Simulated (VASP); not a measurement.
# TlBr (Pm-3m) in VASP: notebook

Runs on TlBr. Level: PBE+D3(BJ). Tasks: single point.

Program: VASP 6.6.1. These are calculated values, not measurements. Logs are shortened: lines on timing, memory, paths and dates and some standing lists are left out, and cuts for length are marked.

### Step 1. The crystal as given

The structure is cubic, space group Pm-3m (No. 221). The conventional cell has a = 3.980 Å, b = 3.980 Å, c = 3.980 Å, α = 90.00°, β = 90.00°, γ = 90.00°. Around Tl (site symmetry m-3m) lie 8 Br at 3.45 Å. Br (site symmetry m-3m) has 8 Tl at 3.45 Å as nearest neighbours.

### Step 2. Single point, PBE+D3(BJ)

Contents of INCAR:

```
SYSTEM = TlBr
PREC     = Accurate       ! precision mode
ENCUT    = 520            ! plane-wave cutoff, eV
EDIFF    = 1E-7           ! SCF threshold, eV
ISMEAR   = 0              ! smearing method
SIGMA    = 0.02           ! smearing width, eV
LREAL    = .False.        ! projectors in reciprocal space
LASPH    = .True.         ! aspherical terms in the spheres
NELM     = 60             ! most SCF steps
ALGO     = Normal         ! electronic algorithm
ISIF     = 2              ! what is computed and relaxed
LWAVE    = .False.        ! write WAVECAR
LCHARG   = .False.        ! write CHGCAR
GGA      = PE             ! functional
IVDW     = 12             ! dispersion correction
NBANDS   = 17             ! bands
```

Contents of KPOINTS:

```
regular mesh
0
Gamma
  8 8 8
  0 0 0
```

Contents of POSCAR:

```
TlBr
1.0
    3.9800000000      0.0000000000      0.0000000000
    0.0000000000      3.9800000000      0.0000000000
    0.0000000000      0.0000000000      3.9800000000
Tl Br
1 1
Direct
    0.0000000000      0.0000000000      0.0000000000
    0.5000000000      0.5000000000      0.5000000000
```

Potentials or basis: VASP PAW PBE potentials, release 64 (Tl_d, Br).

Run with:

```
> cat potpaw_PBE.64/Tl_d/POTCAR potpaw_PBE.64/Br/POTCAR > POTCAR
> mpirun -np 1 vasp_std > vasp.out
```

OUTCAR:

```text
SYSTEM = TlBr
   PREC = Accurate
   ENCUT = 520
   EDIFF = 1E-7
   ISMEAR = 0
   LREAL = .False.
   LASPH = .True.
   NELM = 60
   ISIF = 2
   GGA = PE
   IVDW = 12
 IVDW          = 12

 ion  position               nearest neighbor table
   1  0.000  0.000  0.000-   2 3.45   2 3.45   2 3.45   2 3.45   2 3.45   2 3.45   2 3.45   2 3.45

   2  0.500  0.500  0.500-   1 3.45   1 3.45   1 3.45   1 3.45   1 3.45   1 3.45   1 3.45   1 3.45

  LATTYP: Found a simple cubic cell.
 ALAT       =     3.9800000000

  Lattice vectors:

 A1 = (   3.9800000000,   0.0000000000,   0.0000000000)
 A2 = (   0.0000000000,   3.9800000000,   0.0000000000)
 A3 = (   0.0000000000,   0.0000000000,   3.9800000000)

Analysis of symmetry for initial positions (statically):
=====================================================================
 Subroutine PRICEL returns:
 Original cell was already a primitive cell.

 Routine SETGRP: Setting up the symmetry group for a
 simple cubic supercell.

 Subroutine GETGRP returns: Found 48 space group operations
 (whereof 48 operations were pure point group operations)
 out of a pool of 48 trial point group operations.

The static configuration has the point symmetry O_h .

Analysis of symmetry for dynamics (positions and initial velocities):
=====================================================================
 Subroutine PRICEL returns:
 Original cell was already a primitive cell.

 Routine SETGRP: Setting up the symmetry group for a
 simple cubic supercell.

 Subroutine GETGRP returns: Found 48 space group operations
 (whereof 48 operations were pure point group operations)
 out of a pool of 48 trial point group operations.

The dynamic configuration has the point symmetry O_h .

 Subroutine INISYM returns: Found 48 space group operations
 (whereof 48 operations are pure point group operations),
 and found     1 'primitive' translations

----------------------------------------------------------------------------------------

                                     Primitive cell

  volume of cell :      63.0448

  direct lattice vectors                    reciprocal lattice vectors
     3.980000000  0.000000000  0.000000000     0.251256281  0.000000000  0.000000000
     0.000000000  3.980000000  0.000000000     0.000000000  0.251256281  0.000000000
     0.000000000  0.000000000  3.980000000     0.000000000  0.000000000  0.251256281

  length of vectors
     3.980000000  3.980000000  3.980000000     0.251256281  0.251256281  0.251256281

  position of ions in fractional coordinates (direct lattice)
[... 81 lines left out ...]
   EDIFFG = 0.1E-05   stopping-criterion for IOM
   NSW    =      0    number of steps for IOM
   IBRION =     -1    ionic relax: 0-MD 1-quasi-New 2-CG
   NFREE  =      0    steps in history (QN), initial steepest desc. (CG)
   ISIF   =      2    stress and relaxation
   ISYM   =      2    0-nonsym 1-usesym 2-fastsym
   POTIM  = 0.5000    time-step for ionic-motion
   TEBEG  =    0.0;   TEEND  =   0.0 temperature during run
   PSTRESS=    0.0 pullay stress
   NELECT =      20.0000    total number of electrons
   NUPDOWN=      -1.0000    fix difference up-down
   EMIN   =  10.00;   EMAX   =-10.00  energy-range for DOS
   EFERMI =   0.00;   METHOD = LEGACY
   ISMEAR =     0;   SIGMA  =   0.02  broadening in eV -4-tet -1-fermi 0-gaus
   EFERMI_NEDOS =   21; number of points for ismear=-14 and -15
   IALGO  =     38    algorithm
   IMIX   =      4    mixing-type and parameters
     AMIX     =   0.40;   BMIX     =  1.00
     AMIX_MAG =   1.60;   BMIX_MAG =  1.00
  volume/ion in A,a.u.               =      31.52       212.72
  Fermi-wavevector in a.u.,A,eV,Ry     =   1.116525  2.109926 16.961403  1.246628
  Thomas-Fermi vector in A             =   2.253140
   LORBIT       =      0    0 simple, 1 ext, 2 COOP (PROOUT), +10 PAW based schemes
   GGA     = PE    functional components
   LHFCALC =     F    Hartree Fock is set to
   AEXX    =    0.0000 exact exchange contribution
   IVDW    =    12    specifies the selected vdW correction
   LEPSILON=     F    determine dielectric tensor
   LRPA    =     F    only Hartree local field effects (RPA)
 non-spin polarized calculation
 Gauss-broadening in eV      SIGMA  =   0.02
  energy-cutoff  :      520.00
  volume of cell :       63.04
 maximum number of plane-waves:      1743
 NGX is ok and might be reduce to    30
   NGX = 15   NGY = 15   NGZ = 15

 number of electron      20.0000005 magnetization

 Free energy of the ion-electron system (eV)
  ---------------------------------------------------
  ext. energy  EPLUGINS =         0.00000000
  ---------------------------------------------------
  free energy    TOTEN  =        -5.53264978 eV

  energy without entropy =       -5.53264978  energy(sigma->0) =       -5.53264978

 E-fermi :   2.5359     XC(G=0):  -8.9695

 val. band max:        2.3817481255   @ k =   0.5000   0.0000   0.0000
 cond. band min:       4.2437499560   @ k =   0.5000   0.0000   0.0000
 fundamental gap:      1.8620018304
 Fermi energy:         2.5359366697

 k-point     1 :       0.0000    0.0000    0.0000
  band No.  band energies     occupation
      1     -11.3530      2.00000
      2      -7.7221      2.00000
      3      -7.7221      2.00000
      4      -7.5454      2.00000
      5      -7.5454      2.00000
      6      -7.5454      2.00000
[... 457 lines left out ...]
      4      -7.5945      2.00000
      5      -7.5643      2.00000
      6      -7.5114      2.00000
[... 9 lines left out ...]
     16      13.2888      0.00000
     17      15.0110      0.00000

 [... further k-points ...]

------------------------ aborting loop because EDIFF is reached ----------------------------------------

 Edisp (eV)   -0.54797

 E8    (eV) :    -0.2574

  FORCE on cell =-STRESS in cart. coord.  units (eV):
  Direction    XX          YY          ZZ          XY          YZ          ZX
  --------------------------------------------------------------------------------------
  -------------------------------------------------------------------------------------
  Total      -0.01313    -0.01313    -0.01313    -0.00000    -0.00000     0.00000
  in kB      -0.33373    -0.33373    -0.33373    -0.00000    -0.00000     0.00000
  external pressure =       -0.33 kB  Pullay stress =        0.00 kB

 VOLUME and BASIS-vectors are now :
 -----------------------------------------------------------------------------
  energy-cutoff  :      520.00
  volume of cell :       63.04
      direct lattice vectors                 reciprocal lattice vectors
     3.980000000  0.000000000  0.000000000     0.251256281  0.000000000  0.000000000
     0.000000000  3.980000000  0.000000000     0.000000000  0.251256281  0.000000000
     0.000000000  0.000000000  3.980000000     0.000000000  0.000000000  0.251256281

 POSITION                                       TOTAL-FORCE (eV/Angst)
 -----------------------------------------------------------------------------------
      0.00000      0.00000      0.00000         0.000000      0.000000      0.000000
      1.99000      1.99000      1.99000         0.000000      0.000000      0.000000
 -----------------------------------------------------------------------------------
    total drift:                                0.000000     -0.000000     -0.000000

  FREE ENERGIE OF THE ION-ELECTRON SYSTEM (eV)
  ---------------------------------------------------
  free  energy   TOTEN  =        -6.0806151222 eV

  energy  without entropy=       -6.0806151222  energy(sigma->0) =       -6.08061512
```

stdout:

```text
POSCAR found type information on POSCAR TlBr
 POSCAR found :  2 types and       2 ions
 scaLAPACK will be used
 LDA part: xc-table for (Slater+PW92), standard interpolation
 POSCAR, INCAR and KPOINTS ok, starting setup
 FFT: planning ... GRIDC
 FFT: planning ... GRID_SOFT
 FFT: planning ... GRID
 WAVECAR not read
 entering main loop
```

It took 24 s on 1 thread of Intel Xeon Platinum 8488C (Sapphire Rapids), shared host; peak memory 0.19 GiB.

What came out:

- Free energy: -6.0806 eV
- Pressure: 0.0 GPa
- Band gap on the k mesh: 1.86 eV, direct
- Dispersion energy per atom: -0.274 eV

Levels at points of the mesh, in eV from the valence-band top:
```
           k point  band 7  band 8  band 9  band 10  band 11  band 12  band 13  band 14
(0.00, 0.00, 0.00)   -4.65   -1.30   -1.30    -1.30     7.02     7.02     7.23     7.23
(0.50, 0.00, 0.00)   -5.53   -0.80   -0.80     0.00     1.86     5.77     5.77     8.01
(0.50, 0.50, 0.00)   -3.75   -2.93   -2.93    -0.72     4.87     4.87     7.39     7.70
(0.50, 0.50, 0.50)   -2.75   -1.92   -1.92    -1.92     2.15     2.15     2.15    12.82
```

Caveat: spin-orbit coupling is left out, which as a rule narrows the gap of such compounds by several tenths of an eV. A k mesh can miss the band edges.

### Step 3. Single point, PBE+D3(BJ), non-collinear spin, zero start, spin-orbit coupling

Contents of INCAR:

```
SYSTEM = TlBr
ALGO = Fast
EDIFF = 1E-6
ENCUT = 520
GGA = PE
GGA_COMPAT = .False.
ISIF = 2
ISMEAR = 0
IVDW = 12
LASPH = .True.
LCHARG = .False.
LNONCOLLINEAR = .True.
LORBIT = 11
LORBMOM = .True.
LREAL = .False.
LSORBIT = .True.
LWAVE = .False.
MAGMOM = 0 0 0 0 0 0
NBANDS = 32
NELM = 150
PREC = Accurate
SIGMA = 0.02
```

Contents of KPOINTS:

```
k-points
0
Gamma
  8 8 8
  0 0 0
```

POSCAR is that of step 2.

Potentials or basis: VASP PAW PBE potentials, release 64 (Tl_d, Br).

Run with:

```
> cat potpaw_PBE.64/Tl_d/POTCAR potpaw_PBE.64/Br/POTCAR > POTCAR
> mpirun -np 1 vasp_ncl > vasp.out
```

Wall time 1.8 min (1 thread of Intel Xeon Platinum 8488C (Sapphire Rapids), shared host); peak memory 0.34 GiB.

It converged, with:

| Item | Value |
| --- | --- |
| Free energy | -6.2957 eV |
| Pressure | -0.2 GPa |
| Net moment | 0.00 μB per cell |
| Valence electrons inside the program's atomic spheres | Tl 11.11; Br 4.84 |
| Dispersion energy per atom | -0.274 eV |

Moments on the atoms (μB; x, y, z):
```
Tl  0.00 0.00 0.00
Br  0.00 0.00 0.00
```
